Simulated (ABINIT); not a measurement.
A run of ABINIT 10.8.3 (patched build) is set up as follows.

run.abi

```
# Pseudopotentials
pp_dirpath "./"
pseudos "In.upf, P.upf"

# Structure
acell 3*1.0
rprim
     0.0000000000     5.5378424082     5.5378424082
     5.5378424082     0.0000000000     5.5378424082
     5.5378424082     5.5378424082     0.0000000000
ntypat 2
znucl 49 15
natom 2
typat 1 2
xred
     0.0000000000     0.0000000000     0.0000000000
     0.7500000000     0.7500000000     0.7500000000

# Plane-wave basis
ecut 35.0

# k points
kptopt 1
ngkpt 6 6 6
nshiftk 1
shiftk 0.0 0.0 0.0

# Exchange and correlation
ixc 11

# Bands and occupations
nband 13
occopt 3
tsmear 0.05 eV

# SCF cycle
nstep 100
tolvrs 1.0e-10

# Output
iomode 3
prtwf 0
prtden 0
prteig 0
prtebands 0
enunit 1
```

Potentials or basis: PseudoDojo NC SR PBE v0.4.1 standard.

Command:

```bash
$ abinit run.abi > log 2>&1
```

Question: Predict the band gap on the k mesh.

Answer: 0.71 eV, direct.

Question: Predict the pressure.

Answer: 3.4 GPa.

Caveat: spin-orbit coupling is left out, which moves the levels of the heavy elements.

**Experimental background.**

A printed reference work, data compilation reports, for a bulk crystal of InP at 1.6 K: band gap 1.4236 eV (direct).

A measured gap of InP is 1.4236 eV (direct; 1.6 K; a printed reference work, data compilation); the calculated 0.71 eV misses it by -0.71 eV. Spin-orbit coupling on In is left out. The value is that of PBE, without temperature or zero-point motion. Semilocal functionals fall short of measured gaps as a rule.
